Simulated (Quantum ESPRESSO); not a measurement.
# BaTiO3 (Barioperovskite) (Amm2) in Quantum ESPRESSO: notebook, part 2 of 2

Quantum ESPRESSO 7.5.

### Step 3. Band structure, r2SCAN

Contents of pw.in:

```
&CONTROL
  calculation = 'scf'
  prefix = 'pwscf'
  outdir = './tmp'
  pseudo_dir = './pseudo'
  tprnfor = .true.
  tstress = .true.
  disk_io = 'low'
/
&SYSTEM
  ibrav = 0
  celldm(1) = 8
  nat = 5
  ntyp = 3
  ecutwfc = 88
  nbnd = 28
  input_dft = 'r2scan'
  occupations = 'smearing'
  smearing = 'fd'
  degauss = 0.00367493
  nosym = .true.
/
&ELECTRONS
  conv_thr = 1d-08
  electron_maxstep = 120
  mixing_beta = 0.5
/
ATOMIC_SPECIES
Ba   137.3270 Ba_ONCV_PBE-1.2.upf
Ti    47.8670 Ti_ONCV_PBE-1.2.upf
O     15.9990 O_ONCV_PBE-1.2.upf
CELL_PARAMETERS alat
  0.9414379337120   0.0000000000000   0.0000000000000
  0.0000000000000   0.6701205053689   0.6720692854349
  0.0000000000000  -0.6701205053689   0.6720692854349
ATOMIC_POSITIONS crystal
Ba     0.0000000000    0.0000000000    0.0000000000
Ti     0.5000000000    0.5124000000    0.5124000000
O      0.5000000000    0.9918400000    0.5052400000
O      0.5000000000    0.5052400000    0.9918400000
O      0.0000000000    0.4874000000    0.4874000000
K_POINTS automatic
5 5 5 0 0 0
```

Contents of bands.in:

```
&CONTROL
  calculation = 'bands'
  prefix = 'pwscf'
  outdir = './tmp'
  pseudo_dir = './pseudo'
  disk_io = 'low'
  verbosity = 'high'
/
&SYSTEM
  ibrav = 0
  celldm(1) = 8
  nat = 5
  ntyp = 3
  ecutwfc = 88
  nbnd = 28
  input_dft = 'r2scan'
  occupations = 'smearing'
  smearing = 'fd'
  degauss = 0.00367493
  nosym = .true.
/
&ELECTRONS
  conv_thr = 1d-08
  electron_maxstep = 120
  mixing_beta = 0.5
  diago_full_acc = .true.
  startingwfc = 'random'
/
ATOMIC_SPECIES
Ba   137.3270 Ba_ONCV_PBE-1.2.upf
Ti    47.8670 Ti_ONCV_PBE-1.2.upf
O     15.9990 O_ONCV_PBE-1.2.upf
CELL_PARAMETERS alat
  0.9414379337120   0.0000000000000   0.0000000000000
  0.0000000000000   0.6701205053689   0.6720692854349
  0.0000000000000  -0.6701205053689   0.6720692854349
ATOMIC_POSITIONS crystal
Ba     0.0000000000    0.0000000000    0.0000000000
Ti     0.5000000000    0.5124000000    0.5124000000
O      0.5000000000    0.9918400000    0.5052400000
O      0.5000000000    0.5052400000    0.9918400000
O      0.0000000000    0.4874000000    0.4874000000
K_POINTS crystal
60
 0.0000000000  0.0000000000  0.0000000000 1
 0.0000000000  0.0830920444 -0.0830920444 1
 0.0000000000  0.1661840888 -0.1661840888 1
 0.0000000000  0.2492761332 -0.2492761332 1
 0.0000000000  0.3323681776 -0.3323681776 1
 0.0000000000  0.4154602219 -0.4154602219 1
 0.0000000000  0.4985522663 -0.4985522663 1
 0.0000000000  0.3739141998 -0.4989141998 1
 0.0000000000  0.2492761332 -0.4992761332 1
 0.0000000000  0.1246380666 -0.4996380666 1
 0.0000000000  0.0000000000 -0.5000000000 1
-0.1250000000  0.0000000000 -0.5000000000 1
-0.2500000000  0.0000000000 -0.5000000000 1
-0.3750000000  0.0000000000 -0.5000000000 1
-0.5000000000  0.0000000000 -0.5000000000 1
-0.5000000000  0.0997104533 -0.4997104533 1
-0.5000000000  0.1994209065 -0.4994209065 1
-0.5000000000  0.2991313598 -0.4991313598 1
-0.5000000000  0.3988418131 -0.4988418131 1
-0.5000000000  0.4985522663 -0.4985522663 1
-0.5000000000  0.4273305140 -0.4273305140 1
-0.5000000000  0.3561087617 -0.3561087617 1
-0.5000000000  0.2848870093 -0.2848870093 1
-0.5000000000  0.2136652570 -0.2136652570 1
-0.5000000000  0.1424435047 -0.1424435047 1
-0.5000000000  0.0712217523 -0.0712217523 1
-0.5000000000  0.0000000000  0.0000000000 1
-0.4000000000  0.0000000000  0.0000000000 1
-0.3000000000  0.0000000000  0.0000000000 1
-0.2000000000  0.0000000000  0.0000000000 1
-0.1000000000  0.0000000000  0.0000000000 1
 0.0000000000  0.0000000000  0.0000000000 1
 0.0000000000 -0.0714285714 -0.0714285714 1
 0.0000000000 -0.1428571429 -0.1428571429 1
 0.0000000000 -0.2142857143 -0.2142857143 1
 0.0000000000 -0.2857142857 -0.2857142857 1
 0.0000000000 -0.3571428571 -0.3571428571 1
 0.0000000000 -0.4285714286 -0.4285714286 1
 0.0000000000 -0.5000000000 -0.5000000000 1
 0.0000000000 -0.4985522663 -0.5014477337 1
-0.1000000000 -0.4985522663 -0.5014477337 1
-0.2000000000 -0.4985522663 -0.5014477337 1
-0.3000000000 -0.4985522663 -0.5014477337 1
-0.4000000000 -0.4985522663 -0.5014477337 1
-0.5000000000 -0.4985522663 -0.5014477337 1
-0.5000000000 -0.5000000000 -0.5000000000 1
-0.4000000000 -0.5000000000 -0.5000000000 1
-0.3000000000 -0.5000000000 -0.5000000000 1
-0.2000000000 -0.5000000000 -0.5000000000 1
-0.1000000000 -0.5000000000 -0.5000000000 1
 0.0000000000 -0.5000000000 -0.5000000000 1
-0.5000000000  0.0000000000  0.0000000000 1
-0.5000000000 -0.0625000000 -0.0625000000 1
-0.5000000000 -0.1250000000 -0.1250000000 1
-0.5000000000 -0.1875000000 -0.1875000000 1
-0.5000000000 -0.2500000000 -0.2500000000 1
-0.5000000000 -0.3125000000 -0.3125000000 1
-0.5000000000 -0.3750000000 -0.3750000000 1
-0.5000000000 -0.4375000000 -0.4375000000 1
-0.5000000000 -0.5000000000 -0.5000000000 1
```

Potentials or basis: SG15 PBE 1.2.

On the command line:

```console
$ OMP_NUM_THREADS=1 mpirun -n 4 pw.x -nk 2 -in pw.in > pw.out
$ OMP_NUM_THREADS=1 mpirun -n 4 pw.x -nk 4 -in bands.in > bands.out
```

pw.out:

```text
This program is part of the open-source Quantum ESPRESSO suite
     for quantum simulation of materials; please cite
         "P. Giannozzi et al., J. Phys.:Condens. Matter 21 395502 (2009);
         "P. Giannozzi et al., J. Phys.:Condens. Matter 29 465901 (2017);
         "P. Giannozzi et al., J. Chem. Phys. 152 154105 (2020);
     in publications or presentations arising from this work. More details at

     IMPORTANT: XC functional enforced from input :
     Exchange-correlation= R2SCAN
                           (   0   0   0   0   0 497 498)
     Any further DFT definition will be discarded
     Please, verify this is what you really want

     K-points division:     npool     =       2
     Subspace diagonalization in iterative solution of the eigenvalue problem:
     a serial algorithm will be used

     --------------------
     sticks:   dense  smooth     PW     G-vecs:    dense   smooth      PW
     Min         800     800    219                24217    24217    3569
     Max         801     801    220                24220    24220    3570
     Sum        1601    1601    439                48437    48437    7139

     Using Slab Decomposition

     bravais-lattice index     =            0
     lattice parameter (alat)  =       8.0000  a.u.
     unit-cell volume          =     434.1688 (a.u.)^3
     number of atoms/cell      =            5
     number of atomic types    =            3
     number of electrons       =        40.00
     number of Kohn-Sham states=           28
     kinetic-energy cutoff     =      88.0000  Ry
     charge density cutoff     =     352.0000  Ry
     scf convergence threshold =      1.0E-08
     mixing beta               =       0.5000
     number of iterations used =            8  plain     mixing
     Exchange-correlation= R2SCAN
                           (   0   0   0   0   0 497 498)

     celldm(1)=   8.000000  celldm(2)=   0.000000  celldm(3)=   0.000000
     celldm(4)=   0.000000  celldm(5)=   0.000000  celldm(6)=   0.000000

     crystal axes: (cart. coord. in units of alat)
               a(1) = (   0.941438   0.000000   0.000000 )
               a(2) = (   0.000000   0.670121   0.672069 )
               a(3) = (   0.000000  -0.670121   0.672069 )

     reciprocal axes: (cart. coord. in units 2 pi/alat)
               b(1) = (  1.062205  0.000000 -0.000000 )
               b(2) = ( -0.000000  0.746134  0.743971 )
               b(3) = (  0.000000 -0.746134  0.743971 )

     PseudoPot. # 1 for Ba read from file:
     Ba_ONCV_PBE-1.2.upf
     Pseudo is Norm-conserving, Zval = 10.0
     Generated using ONCVPSP code by D. R. Hamann
     Using radial grid of  602 points,  8 beta functions with:
                l(1) =   0
                l(2) =   0
                l(3) =   1
                l(4) =   1
                l(5) =   2
                l(6) =   2
                l(7) =   3
                l(8) =   3

     PseudoPot. # 2 for Ti read from file:
     Ti_ONCV_PBE-1.2.upf
     Pseudo is Norm-conserving, Zval = 12.0
     Generated using ONCVPSP code by D. R. Hamann
     Using radial grid of  602 points,  6 beta functions with:
                l(1) =   0
                l(2) =   0
                l(3) =   1
                l(4) =   1
                l(5) =   2
                l(6) =   2

     PseudoPot. # 3 for O  read from file:
     O_ONCV_PBE-1.2.upf
     Pseudo is Norm-conserving, Zval =  6.0
     Generated using ONCVPSP code by D. R. Hamann
     Using radial grid of  602 points,  4 beta functions with:
                l(1) =   0
                l(2) =   0
                l(3) =   1
                l(4) =   1

     atomic species   valence    mass     pseudopotential
     Ba               10.00   137.32700     Ba( 1.00)
     Ti               12.00    47.86700     Ti( 1.00)
     O                 6.00    15.99900     O ( 1.00)

     No symmetry found

   Cartesian axes

     site n.     atom                  positions (alat units)
         1        Ba     tau(   1) = (   0.0000000   0.0000000   0.0000000  )
         2        Ti     tau(   2) = (   0.4707190   0.0000000   0.6887366  )
         3        O      tau(   3) = (   0.4707190   0.3260806   1.0061415  )
         4        O      tau(   4) = (   0.4707190  -0.3260806   1.0061415  )
         5        O      tau(   5) = (   0.0000000   0.0000000   0.6551331  )

     number of k points=    63  Fermi-Dirac smearing, width (Ry)=  0.0037
                       cart. coord. in units 2pi/alat
        k(    1) = (   0.0000000   0.0000000   0.0000000), wk =   0.0160000
        k(    2) = (   0.0000000  -0.1492269   0.1487942), wk =   0.0320000
        k(    3) = (   0.0000000  -0.2984538   0.2975884), wk =   0.0320000
        k(    4) = (   0.0000000   0.1492269   0.1487942), wk =   0.0320000
        k(    5) = (   0.0000000   0.0000000   0.2975884), wk =   0.0320000
        k(    6) = (   0.0000000  -0.1492269   0.4463825), wk =   0.0320000
[... 55 lines left out ...]
        k(   62) = (   0.4248820   0.1492269  -0.4463825), wk =   0.0320000
        k(   63) = (   0.4248820   0.0000000  -0.2975884), wk =   0.0320000

     Dense  grid:    48437 G-vectors     FFT dimensions: (  45,  45,  45)

     WARNING: libxc functional with ID  497 depends
      on external parameters: check the user_guide of
      QE if you need to modify them or to check their
      default values.

     WARNING: libxc functional with ID  498 depends
      on external parameters: check the user_guide of
      QE if you need to modify them or to check their
      default values.

     Initial potential from superposition of free atoms

     starting charge      39.4956, renormalised to      40.0000
     Starting wfcs are random

     Self-consistent Calculation

     iteration #  1     ecut=    88.00 Ry     beta= 0.50
     Davidson diagonalization with overlap
     ethr =  1.00E-02,  avg # of iterations = 11.8

     total energy              =    -262.93760029 Ry
     estimated scf accuracy    <      58.57291169 Ry

     iteration #  2     ecut=    88.00 Ry     beta= 0.50
     Davidson diagonalization with overlap
     ethr =  1.00E-02,  avg # of iterations =  2.8

     total energy              =    -262.88010597 Ry
     estimated scf accuracy    <       8.48442459 Ry

     iteration #  3     ecut=    88.00 Ry     beta= 0.50
     Davidson diagonalization with overlap
     ethr =  1.00E-02,  avg # of iterations =  2.0
[... 64 lines left out ...]
     total energy              =    -263.54118901 Ry
     estimated scf accuracy    <       0.00000035 Ry

     iteration # 13     ecut=    88.00 Ry     beta= 0.50
     Davidson diagonalization with overlap
     ethr =  6.32E-10,  avg # of iterations =  1.0

     total energy              =    -263.54118901 Ry
     estimated scf accuracy    <       0.00000005 Ry

     iteration # 14     ecut=    88.00 Ry     beta= 0.50
     Davidson diagonalization with overlap
     ethr =  1.20E-10,  avg # of iterations =  2.2

     End of self-consistent calculation

          k = 0.0000 0.0000 0.0000 (  6035 PWs)   bands (ev):

   -49.2620 -24.2444 -24.2431 -24.2270 -15.5311  -8.0530  -7.4273  -7.4129
    -0.1230  -0.1179  -0.1010   7.6085   7.6115   7.6132   8.7366   8.7895
     8.8421   9.6582   9.7433   9.7859  12.3589  12.4140  12.5602  14.5538
    14.5974  15.6248  15.7202  18.1097

          k = 0.0000-0.1492 0.1488 (  6053 PWs)   bands (ev):

   -49.2617 -24.2625 -24.2431 -24.2263 -15.4891  -8.0842  -7.4134  -7.3616
    -0.0651  -0.0437   0.0125   7.0037   7.5048   7.5078   8.3576   8.4741
     8.6394   9.0060   9.4647   9.5621  12.4882  13.0174  13.0788  14.5859
    15.4567  16.2965  16.4382  19.0487

          k = 0.0000-0.2985 0.2976 (  6035 PWs)   bands (ev):

   -49.2612 -24.2925 -24.2420 -24.2253 -15.4192  -8.2267  -7.3917  -7.1649
     0.0299   0.0534   0.2250   6.0601   7.2333   7.2389   7.9699   8.1859
     8.1872   8.3695   9.1983   9.2686  12.5660  13.8929  13.9269  14.5846
    16.4450  17.4663  17.9206  19.0141
[... 409 lines left out ...]
   -49.2599 -24.2889 -24.2766 -24.2584 -15.3169  -7.6543  -7.2920  -7.2546
    -0.4031  -0.3710  -0.0301   5.7619   6.2295   6.6227   7.1759   7.5247
     7.6720   9.1633   9.3119   9.8084  14.1210  14.1645  14.4235  16.3739
    17.9525  18.4799  18.9498  19.2242

          k = 0.4249 0.0000-0.2976 (  6057 PWs)   bands (ev):

   -49.2604 -24.2781 -24.2600 -24.2590 -15.3596  -7.9124  -7.3348  -7.2336
    -0.2539  -0.1628   0.1897   5.9295   6.6998   7.0424   7.1577   7.5898
     8.0083   8.9847   9.2439   9.2824  13.4802  14.0455  14.0765  15.9270
    17.0903  18.2993  18.6300  19.3967

     the Fermi energy is    11.2230 ev

!    total energy              =    -263.54118902 Ry
     estimated scf accuracy    <          6.5E-10 Ry
     smearing contrib. (-TS)   =      -0.00000000 Ry
     internal energy E=F+TS    =    -263.54118902 Ry

     The total energy is F=E-TS. E is the sum of the following terms:
     one-electron contribution =     -72.37155090 Ry
     hartree contribution      =      58.99219966 Ry
     xc contribution           =     -43.24427008 Ry
     ewald contribution        =    -206.91756770 Ry

     convergence has been achieved in  14 iterations

     Forces acting on atoms (cartesian axes, Ry/au):

     atom    1 type  1   force =    -0.00000035   -0.00000021    0.00794318
     atom    2 type  2   force =    -0.00000058   -0.00000051    0.00662759
     atom    3 type  3   force =    -0.00000063   -0.00101681   -0.01058688
     atom    4 type  3   force =     0.00000102    0.00101693   -0.01058773
     atom    5 type  3   force =     0.00000054    0.00000060    0.00660385

     Total force =     0.019413     Total SCF correction =     0.000009

     Computing stress (Cartesian axis) and pressure

          total   stress  (Ry/bohr**3)                   (kbar)     P=      -11.83
  -0.00007106   0.00000000  -0.00000000          -10.45        0.00       -0.00
   0.00000000  -0.00006384   0.00000001            0.00       -9.39        0.00
  -0.00000000   0.00000001  -0.00010628           -0.00        0.00      -15.63

=------------------------------------------------------------------------------=
   JOB DONE.
=------------------------------------------------------------------------------=
```

It took 5.2 min on 4 MPI ranks of Arm Neoverse V2, shared host; peak memory 0.48 GiB.

Results:

```yaml
Free_energy: -3585.6605 eV
Pressure: -1.2 GPa
Largest_force: 0.273 eV/Å
Band_gap_on_the_k_mesh: 2.51 eV, indirect (least direct gap 2.57 eV)
Band_gap_along_the_path: 2.38 eV, indirect (least direct gap 2.57 eV)
```

Forces in eV/Å, atoms in the order of the input:
```
Ba   0.000  0.000  0.204
Ti   0.000  0.000  0.170
O    0.000 -0.026 -0.272
O    0.000  0.026 -0.272
O    0.000  0.000  0.170
```

Levels at the corners of the path, in eV from the valence-band top:
| point | band 18 | band 19 | band 20 | band 21 | band 22 | band 23 |
| --- | --- | --- | --- | --- | --- | --- |
| Γ | -0.32 | -0.24 | -0.20 | 2.38 | 2.43 | 2.58 |
| X | -0.91 | -0.87 | -0.10 | 4.07 | 4.13 | 4.52 |
| S | -1.65 | -0.83 | -0.76 | 2.60 | 4.05 | 4.08 |
| R | -0.89 | -0.88 | -0.05 | 4.08 | 4.10 | 4.53 |
| A | -0.05 | -0.01 | 0.00 | 4.72 | 4.76 | 4.77 |
| Z | -1.71 | -0.84 | -0.79 | 2.55 | 4.03 | 4.11 |
| Γ | -0.32 | -0.24 | -0.20 | 2.38 | 2.43 | 2.58 |
| Y | -0.91 | -0.87 | -0.10 | 4.07 | 4.13 | 4.52 |
| X1 | -0.91 | -0.87 | -0.10 | 4.07 | 4.13 | 4.52 |
| A1 | -0.05 | -0.01 | 0.00 | 4.72 | 4.76 | 4.77 |
| T | -0.05 | -0.01 | 0.00 | 4.72 | 4.76 | 4.77 |
| Y | -0.91 | -0.87 | -0.10 | 4.07 | 4.13 | 4.52 |
| Z | -1.71 | -0.84 | -0.79 | 2.55 | 4.03 | 4.11 |
| T | -0.05 | -0.01 | 0.00 | 4.72 | 4.76 | 4.77 |

Caveat: the potentials were made for another functional, which shifts forces and pressure; spin-orbit coupling is left out, which moves the levels of the heavy elements; the mesh misses the band edges, which the band path finds closer together. r2SCAN opens gaps a little over a GGA but as a rule still falls short of measured ones.
